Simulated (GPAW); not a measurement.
Runs of GPAW 26.7.0 on SnO2 (Cassiterite). It takes space group P4_2/mnm (No. 136, tetragonal). Conventional cell: a = 4.738 Å, b = 4.738 Å, c = 3.187 Å, α = 90.00°, β = 90.00°, γ = 90.00°. Sn (site symmetry mmm) has 6 O at 2.05 to 2.06 Å as nearest neighbours. O (site symmetry m2m) is surrounded by 3 Sn at 2.05 to 2.06 Å. 

```csv
task,level,spin,cell,k mesh,cutoff (eV),maxiter,band path,band points,spin axis theta (degrees),spin axis phi (degrees),other keys,gap on the mesh (eV),pressure (GPa),largest force (eV/Å)
single point,PBE,off,as given,4 × 4 × 5,900,75,-,-,-,-,"several, not listed",1.31,9.7,0.25
band structure,vdW-DF,"SOC, no magnetisation",as given,4 × 4 × 5,800,150,"GXMGZRAZ,XR,MA",100,0,0,-,(a),-,0.37
single point,PBE,off,as given,6 × 6 × 8,800,150,-,-,-,-,-,1.31,9.6,0.25
single point,PBE,off,as given,4 × 4 × 6,800,100,-,-,-,-,"several, not listed",1.31,9.6,0.25
relaxation of cell and atoms,r2SCAN+D3(BJ),off,relaxed to 2 GPa,4 × 4 × 5,800,150,-,-,-,-,-,2.10,2.0,0.02
```

Alike in all rows: potentials or basis GPAW PAW data sets (gpaw-data 1.2.1), pw; smearing fermi-dirac 0.05 eV.

Problem. Estimate the missing entries.

Solution. (a) 1.54.

Caveats: spin-orbit coupling is left out, which moves the levels of the heavy elements (some runs); the PAW data sets were made with another functional, which shifts forces and pressure a little (some runs); spin-orbit coupling was added after a scalar SCF, so levels and gaps hold it while energy, forces, pressure and moments don't (some runs); this program's spin-orbit splittings come out too wide for heavy elements (some runs); later steps reuse the first step's grids (some runs).

A k mesh can miss the band edges, and rows without SOC leave out spin-orbit coupling on Sn.
